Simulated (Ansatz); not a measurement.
Zincblende NaH, relaxed with r2SCAN in Ansatz. Space group F-43m (No. 216), cubic; a = 5.194 Å in the conventional setting, 17.51 Å³ an atom. Around Na lie 4 H at 2.25 Å; around H lie 4 Na at 2.25 Å.

The axes x, y and z are those of this cell:
```xyz
2
Lattice="0.0000 2.5969 2.5969 2.5969 0.0000 2.5969 2.5969 2.5969 0.0000" Properties=species:S:1:pos:R:3 pbc="T T T"
Na    0.0000    0.0000    0.0000
H     1.2985    1.2985    1.2985
```

Unstrained: PBE gives an indirect gap of 3.613 eV, from W to L; the least direct gap is 4.318 eV at L. The r2SCAN gap is indirect, 4.049 eV (W to L), below the direct gap of 4.746 eV at L. HSE06 gives an indirect gap of 4.616 eV, from W to L; the least direct gap is 5.378 eV at L. Meshes: PBE 8×8×8, r2SCAN 8×8×8, HSE06 6×6×6. Strains are changes of length per length, and xy shears are angles. After each strain the atoms were relaxed again with r2SCAN within the symmetry that the strain leaves, so tilts or polar shifts that break it weren't tested; points keep the names that they have in the unstrained zone. Values at 0 K without nuclear motion; spin polarisation is off, and the phase may be a hypothetical one.

Problem. Estimate what uniaxial -5.09 % along z, other directions held does to the gap.

Solution. PBE: the gap goes from 3.613 to 3.588 eV (-0.025 eV); the edges go from W → L to (0.388, -1/2, -0.112) → L. r2SCAN: the gap goes from 4.049 to 4.025 eV (-0.024 eV); the edges go from W → L to (0.388, -1/2, -0.112) → L. HSE06: the gap goes from 4.616 to 4.596 eV (-0.020 eV); the edges go from W → L to (0.388, -1/2, -0.112) → L. The r2SCAN energy rises by 2.9 meV an atom.

Problem. Apply epitaxial -2.87 % in the plane normal to [111], free normal strain +1.44 %. How far does the gap move, against the unstrained cell?

Solution. PBE: the gap goes from 3.613 to 3.432 eV (-0.181 eV); the edges go from W → L to (0.240, -1/2, -0.240) → L. r2SCAN: the gap goes from 4.049 to 3.875 eV (-0.174 eV); the edges go from W → L to (0.240, -1/2, -0.240) → L. HSE06: the gap goes from 4.616 to 4.444 eV (-0.172 eV); the edges go from W → L to (0.240, -1/2, -0.240) → L. The r2SCAN energy rises by 3.8 meV an atom.

Problem. Apply xy shear, engineering strain (angle) +1.22 %. How far does the gap move, against the unstrained cell?

Solution. PBE: the gap goes from 3.613 to 3.584 eV (-0.029 eV); the edges go from W → L to (1/4, -0.495, -0.245) → L. r2SCAN: the gap goes from 4.049 to 4.020 eV (-0.029 eV); the edges go from W → L to (1/4, -0.495, -0.245) → L. HSE06: the gap goes from 4.616 to 4.586 eV (-0.030 eV); the edges go from W → L to (1/4, -0.495, -0.245) → L. The r2SCAN energy rises by 0.1 meV an atom.

Where an edge lies off the special points, it is a point of the mesh or the k point where a search put PBE's edge or least direct gap, reused for the other functionals, whose own edges may lie a little apart.

Coordinates of k points refer to the reciprocal vectors of the primitive cell of the runs.

The meshes of the hybrids are coarse, so their gaps aren't converged to the digits shown.
